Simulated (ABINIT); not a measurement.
# ZnS (F-43m) in ABINIT: further runs, part 2 of 2

ABINIT 10.8.3 (patched build). Earlier steps stand in the parts before.

### Step 3. Band structure, WC

run.abi reads:

```
ndtset 2

pp_dirpath "./"
pseudos "Zn.GGA_PBE-JTH.xml, S.GGA_PBE-JTH.xml"

acell 3.8212050455 3.8212050455 3.8212050455 Angstrom
rprim
     0.0000000000     0.7071067812     0.7071067812
     0.7071067812     0.0000000000     0.7071067812
     0.7071067812     0.7071067812     0.0000000000
ntypat 2
znucl 30 16
natom 2
typat 1 2
xcart
     4.0530000000     4.0530000000     4.0530000000
     0.0000000000     0.0000000000     0.0000000000 Angstrom

ecut 26.0
pawecutdg 48.0
pawxcdev 0

ixc 23

occopt 3
tsmear 0.05 eV

nstep 100

iomode 3
prtwf 0
prteig 0
prtebands 0
enunit 1
prtden1 1

kptopt1 1
ngkpt1 9 9 9
nshiftk1 1
shiftk1 0.0 0.0 0.0
nband1 13
tolvrs1 1.0e-9

iscf2 -2
getden2 1
nband2 19
nbdbuf2 4
tolwfr2 1.0e-11
kptopt2 -9
ndivsm2 6
prteig2 1
kptbounds2
     0.0000000000     0.0000000000     0.0000000000
     0.5000000000     0.0000000000     0.5000000000
     0.5000000000     0.2500000000     0.7500000000
     0.3750000000     0.3750000000     0.7500000000
     0.0000000000     0.0000000000     0.0000000000
     0.5000000000     0.5000000000     0.5000000000
     0.6250000000     0.2500000000     0.6250000000
     0.5000000000     0.2500000000     0.7500000000
     0.5000000000     0.5000000000     0.5000000000
     0.3750000000     0.3750000000     0.7500000000
```

Potentials or basis: JTH PAW PBE v2.0.

On the command line:

```console
abinit run.abi > log 2>&1
```

run.abo:

```text
.Version 10.8.3 of ABINIT
 DATASET    1 : space group F-4 3 m (#216); Bravais cF (face-center cubic)
================================================================================
 Values of the parameters that define the memory need for DATASET  1.
     intxc =       0    ionmov =       0      iscf =      17    lmnmax =      18
     lnmax =       6     mgfft =      36  mpssoang =       3    mqgrid =    3001
     natom =       2  nloc_mem =       2    nspden =       1   nspinor =       1
    nsppol =       1      nsym =      24    n1xccc =       1    ntypat =       2
    occopt =       3   xclevel =       2
       mpw =        1707          nfft =       46656          nkpt =          35
 PAW method is used; the additional fine FFT grid is defined by:
   mgfftf=        48    nfftf =    110592
================================================================================
================================================================================

 DATASET    2 : space group F-4 3 m (#216); Bravais cF (face-center cubic)
================================================================================
 Values of the parameters that define the memory need for DATASET  2.
     intxc =       0    ionmov =       0      iscf =      -2    lmnmax =      18
     lnmax =       6     mgfft =      36  mpssoang =       3    mqgrid =    3001
     natom =       2  nloc_mem =       2    nspden =       1   nspinor =       1
    nsppol =       1      nsym =      24    n1xccc =       1    ntypat =       2
    occopt =       3   xclevel =       2
       mpw =        1708          nfft =       46656          nkpt =         103
 PAW method is used; the additional fine FFT grid is defined by:
   mgfftf=        48    nfftf =    110592
================================================================================
================================================================================

--------------------------------------------------------------------------------
------------- Echo of variables that govern the present computation ------------
--------------------------------------------------------------------------------
 -outvars: echo values of preprocessed input variables --------
            acell      7.2210310069E+00  7.2210310069E+00  7.2210310069E+00 Bohr
              amu      6.53900000E+01  3.20660000E+01
             ecut      2.60000000E+01 Hartree
           enunit           1
           getden1          0
           getden2          1
             iscf1         17
             iscf2         -2
                       outvar_i_n : Printing only first  50 k-points.
              ixc          23
           jdtset        1    2
                       outvar_i_n : Printing only first  50 k-points.
           kptopt1          1
           kptopt2         -9
         kptrlatt        9    0    0      0    9    0      0    0    9
          kptrlen1     6.49892791E+01
          kptrlen2     3.00000000E+01
            natom           2
            nband1         13
            nband2         19
           nbdbuf1          0
           nbdbuf2          4
           ndtset           2
           ndivsm1          0
           ndivsm2          6
            ngfft          36      36      36
          ngfftdg          48      48      48
             nkpt1         35
             nkpt2        103
            nstep         100
             nsym          24
           ntypat           2
           occopt           3
        pawecutdg      4.80000000E+01 Hartree
         pawxcdev           0
        prtebands           0
           prteig1          0
           prteig2          1
            prtwf           0
[... 1096 lines left out ...]
  8.5543E-01
 Non-SCF case, kpt  103 (  0.37500  0.37500  0.75000), residuals and eigenvalues=
  4.66E-12  8.21E-13  2.17E-12  9.03E-12  1.61E-12  4.26E-12  1.39E-12  1.93E-12
  3.50E-12  8.35E-12  3.30E-12  6.14E-12  4.70E-12  6.07E-12  2.67E-12  1.06E-09
  1.30E-07  6.28E-06  6.16E-06
 -2.4807E-01 -4.1479E-02 -3.3954E-02 -2.9935E-02 -2.4774E-02 -1.3281E-02
  1.8319E-02  7.3835E-02  1.2293E-01  3.3611E-01  4.0507E-01  5.2825E-01
  5.4473E-01  5.7539E-01  6.4086E-01  7.5939E-01  8.0692E-01  8.2831E-01
  8.6184E-01

--- !ResultsGS
iteration_state: {dtset: 2, }
comment   : Summary of ground state results
lattice_vectors:
- [  0.0000000,   5.1060400,   5.1060400, ]
- [  5.1060400,   0.0000000,   5.1060400, ]
- [  5.1060400,   5.1060400,   0.0000000, ]
lattice_lengths: [   7.22103,    7.22103,    7.22103, ]
lattice_angles: [ 60.000,  60.000,  60.000, ] # degrees, (23, 13, 12)
lattice_volume:   2.6624572E+02
convergence: {deltae:  0.000E+00, res2:  0.000E+00, residm:  9.992E-12, diffor:  0.000E+00, }
etotal    :  -7.47323116E+01
entropy   :   0.00000000E+00
fermie    :   2.26996398E-01
cartesian_stress_tensor: null
pressure_GPa: null
xred      :
- [  7.5000E-01,   7.5000E-01,   7.5000E-01, Zn]
- [ -7.9673E-12,  -7.9674E-12,  -7.9674E-12,  S]
cartesian_forces: null
force_length_stats: {min: null, max: null, mean: null, }
...

 Integrated electronic density in atomic spheres:
 ------------------------------------------------
 Atom  Sphere_radius  Integrated_density
    1        2.30770         10.80555140
    2        1.90380          3.59028710

================================================================================

 ----iterations are completed or convergence reached----

 Mean square residual over all n,k,spin=   53.418E-13; max=  99.925E-13
 reduced coordinates (array xred) for    2 atoms
       0.749999999992      0.749999999992      0.749999999992
      -0.000000000008     -0.000000000008     -0.000000000008

 cartesian coordinates (angstrom) at end:
    1      4.05300000000000     4.05300000000000     4.05300000000000
    2     -0.00000000004306    -0.00000000004306    -0.00000000004306
 length scales=  7.221031006932  7.221031006932  7.221031006932 bohr
              =  3.821205045500  3.821205045500  3.821205045500 angstroms
 Eigenvalues (   eV  ) for nkpt= 103  k points:
 kpt#   1, nband= 19, wtk=  1.00000, kpt=  0.0000  0.0000  0.0000 (reduced coord)
  -7.98922   -1.20545   -1.20545   -1.20545   -0.70906   -0.70906    5.17116    5.17116
   5.17116    7.10204   11.45487   11.45487   11.45487   16.77551   16.77551   16.78797
  19.51724   19.51724   19.51724
 kpt#   2, nband= 19, wtk=  1.00000, kpt=  0.0294  0.0000  0.0294 (reduced coord)
  -7.98021   -1.20680   -1.20326   -1.20326   -0.71008   -0.70842    5.07313    5.14534
   5.14534    7.20868   11.40416   11.49240   11.49240   16.62326   16.78638   16.87141
  19.55066   19.55066   19.58579
 kpt#   3, nband= 19, wtk=  1.00000, kpt=  0.0588  0.0000  0.0588 (reduced coord)
  -7.95337   -1.21072   -1.19672   -1.19672   -0.71310   -0.70651    4.82695    5.07014
   5.07014    7.47928   11.26148   11.60285   11.60285   16.23620   16.81893   17.11230
  19.65074   19.65074   19.74570
 kpt#   4, nband= 19, wtk=  1.00000, kpt=  0.0882  0.0000  0.0882 (reduced coord)
  -7.90922   -1.21691   -1.18590   -1.18590   -0.71791   -0.70340    4.50676    4.95169
   4.95169    7.83525   11.04955   11.78025   11.78025   15.73618   16.87279   17.48652
  19.81676   19.81676   19.93743
 kpt#   5, nband= 19, wtk=  1.00000, kpt=  0.1176  0.0000  0.1176 (reduced coord)
[... 381 lines left out ...]
   3.65991    9.47566   11.44278   13.59152   13.76035   16.12042   17.30001   20.30191
  21.05762   22.30453   23.32656
 kpt# 101, nband= 19, wtk=  1.00000, kpt=  0.4000  0.4000  0.7000 (reduced coord)
  -6.79842   -1.10887   -0.95679   -0.79325   -0.68315   -0.39369    0.44176    2.12147
   3.53979    9.36555   11.42353   13.78550   14.16531   15.83709   17.24319   20.66488
  21.67377   22.35893   23.25920
 kpt# 102, nband= 19, wtk=  1.00000, kpt=  0.3875  0.3875  0.7250 (reduced coord)
  -6.76828   -1.11808   -0.93785   -0.80219   -0.67957   -0.37120    0.48552    2.00624
   3.43311    9.24847   11.26459   14.10806   14.53321   15.64735   17.27944   20.78983
  22.23680   22.24229   23.27741
 kpt# 103, nband= 19, wtk=  1.00000, kpt=  0.3750  0.3750  0.7500 (reduced coord)
  -6.75036   -1.12871   -0.92394   -0.81456   -0.67413   -0.36140    0.49849    2.00915
   3.34506    9.14611   11.02250   14.37441   14.82294   15.65726   17.43863   20.66404
  21.95733   22.53956   23.45174

== END DATASET(S) ==============================================================
================================================================================

 -outvars: echo values of variables after computation  --------
            acell      7.2210310069E+00  7.2210310069E+00  7.2210310069E+00 Bohr
           etotal1    -7.4732311605E+01
            fcart1     1.6479534698E-30 -2.0599418373E-30  0.0000000000E+00
                      -1.6479534698E-30  2.0599418373E-30  0.0000000000E+00
            rprim      0.0000000000E+00  7.0710678120E-01  7.0710678120E-01
                       7.0710678120E-01  0.0000000000E+00  7.0710678120E-01
                       7.0710678120E-01  7.0710678120E-01  0.0000000000E+00
           strten1     6.8023839517E-05  6.8023839517E-05  6.8023839517E-05
                       0.0000000000E+00  0.0000000000E+00  0.0000000000E+00
           xangst      4.0530000000E+00  4.0530000000E+00  4.0530000000E+00
                      -4.3056003985E-11 -4.3055778998E-11 -4.3055778998E-11
             xred      7.4999999999E-01  7.4999999999E-01  7.4999999999E-01
                      -7.9673490028E-12 -7.9674322695E-12 -7.9674322695E-12
 Calculation completed.
```

It took 94 s on 1 thread of Intel Xeon 6975P-C (Granite Rapids), shared host; peak memory 0.15 GiB.

Results:

| Quantity | Value |
| --- | --- |
| Free energy | -2033.5698 eV |
| Pressure | -2.0 GPa |
| Band gap on the k mesh | 1.93 eV, direct |
| Band gap along the path | 1.93 eV, direct |
| Valence electrons inside the program's atomic spheres | Zn 10.81; S 3.59 |

Levels at the corners of the path, in eV from the valence-band top:
| point | band 6 | band 7 | band 8 | band 9 | band 10 | band 11 | band 12 | band 13 |
| --- | --- | --- | --- | --- | --- | --- | --- | --- |
| Γ | -5.88 | 0.00 | 0.00 | 0.00 | 1.93 | 6.28 | 6.28 | 6.28 |
| X | -5.67 | -4.61 | -2.24 | -2.24 | 3.22 | 3.95 | 10.78 | 11.83 |
| W | -5.48 | -4.64 | -2.80 | -2.76 | 5.54 | 5.96 | 7.72 | 8.04 |
| K | -5.53 | -4.67 | -3.16 | -1.83 | 3.97 | 5.85 | 9.20 | 9.65 |
| Γ | -5.88 | 0.00 | 0.00 | 0.00 | 1.93 | 6.28 | 6.28 | 6.28 |
| L | -5.68 | -5.36 | -0.87 | -0.87 | 3.17 | 6.81 | 6.81 | 8.66 |
| U | -5.53 | -4.67 | -3.16 | -1.83 | 3.97 | 5.85 | 9.20 | 9.65 |
| W | -5.48 | -4.64 | -2.80 | -2.76 | 5.54 | 5.96 | 7.72 | 8.04 |
| L | -5.68 | -5.36 | -0.87 | -0.87 | 3.17 | 6.81 | 6.81 | 8.66 |
| K | -5.53 | -4.67 | -3.16 | -1.83 | 3.97 | 5.85 | 9.20 | 9.65 |

Caveat: the PAW data sets were made with another functional, which shifts forces and pressure a little.

### Step 4. Band structure, TB-mBJ

run.abi, as its differences from that of step 3:

```diff
@@ -20,5 +20,6 @@
 pawecutdg 48.0
+
+ixc -208012
+usekden 1
 pawxcdev 0
-
-ixc 23
 
@@ -28,2 +29,5 @@
 nstep 100
+diemix 0.3
+optforces 0
+optstress 0
 
@@ -35,2 +39,3 @@
 prtden1 1
+prtkden1 1
 
@@ -41,3 +46,3 @@
 nband1 13
-tolvrs1 1.0e-9
+tolvrs1 1.0e-7
 
@@ -45,2 +50,3 @@
 getden2 1
+getkden2 1
 nband2 19
```

On the command line:

```console
abinit run.abi > log 2>&1
```

It took 7.2 min on 1 thread of Intel Xeon 6975P-C (Granite Rapids), shared host; peak memory 0.18 GiB.

It converged, with:

| Item | Value |
| --- | --- |
| Band gap on the k mesh | 3.58 eV, direct |
| Band gap along the path | 3.58 eV, direct |
| Valence electrons inside the program's atomic spheres | Zn 10.70; S 3.68 |

Levels at the corners of the path, in eV from the valence-band top:
```
point  band 7  band 8  band 9  band 10  band 11  band 12
    Γ    0.00    0.00    0.00     3.58     7.14     7.14
    X   -4.10   -2.07   -2.07     4.37     4.98    12.17
    W   -4.14   -2.50   -2.48     6.45     6.95     8.81
    K   -4.18   -2.83   -1.67     5.07     6.81    10.10
    Γ    0.00    0.00    0.00     3.58     7.14     7.14
    L   -4.87   -0.80   -0.80     4.48     7.57     7.57
    U   -4.18   -2.83   -1.67     5.07     6.81    10.10
    W   -4.14   -2.50   -2.48     6.45     6.95     8.81
    L   -4.87   -0.80   -0.80     4.48     7.57     7.57
    K   -4.18   -2.83   -1.67     5.07     6.81    10.10
```

Caveat: the constant c of TB-mBJ comes from the pseudo density here, which moves gaps by up to 0.3 eV between sets of potentials; the PAW data sets were made with another functional, which shifts forces and pressure a little.

### Step 5. Summary

| level | gap on the mesh (eV) | pressure (GPa) |
| --- | --- | --- |
| PW91 | 2.07 | 1.3 |
| WC | 1.93 | -2.0 |
| TB-mBJ | 3.58 | - |

Alike in all rows: task band structure; potentials or basis JTH PAW PBE v2.0; no spin polarisation; cell as given; k mesh 9 × 9 × 9; cutoff (eV) 707; smearing fermi-dirac 0.05 eV.

On the cell as given the gap runs from 1.93 eV (WC) to 3.58 eV (TB-mBJ).

Caveats: the PAW data sets were made with another functional, which shifts forces and pressure a little; the constant c of TB-mBJ comes from the pseudo density here, which moves gaps by up to 0.3 eV between sets of potentials (some runs).

Absolute energies hang on the potentials; compare differences alone.

### Step 6. How close it comes

Step 2. Measured gap of ZnS: 3.85 eV (direct; 19 K; quoted in “Electronic, vibrational, and thermodynamic properties of ZnS (zincblende and rocksalt structure)”, 2009, arxiv:0911.5022). This calculation gives 2.07 eV (-1.78 eV). The value is that of PW91, without temperature or zero-point motion. Semilocal functionals fall short of measured gaps as a rule.

Step 3. Against the measured gap of ZnS, 3.85 eV (direct; 19 K; quoted in “Electronic, vibrational, and thermodynamic properties of ZnS (zincblende and rocksalt structure)”, 2009, arxiv:0911.5022), the calculated 1.93 eV is off by -1.92 eV. The value is that of WC, without temperature or zero-point motion. Semilocal functionals fall short of measured gaps as a rule.

Step 4. A measured gap of ZnS is 3.85 eV (direct; 19 K; quoted in “Electronic, vibrational, and thermodynamic properties of ZnS (zincblende and rocksalt structure)”, 2009, arxiv:0911.5022); the calculated 3.58 eV misses it by -0.27 eV. The value is that of TB-mBJ, without temperature or zero-point motion.
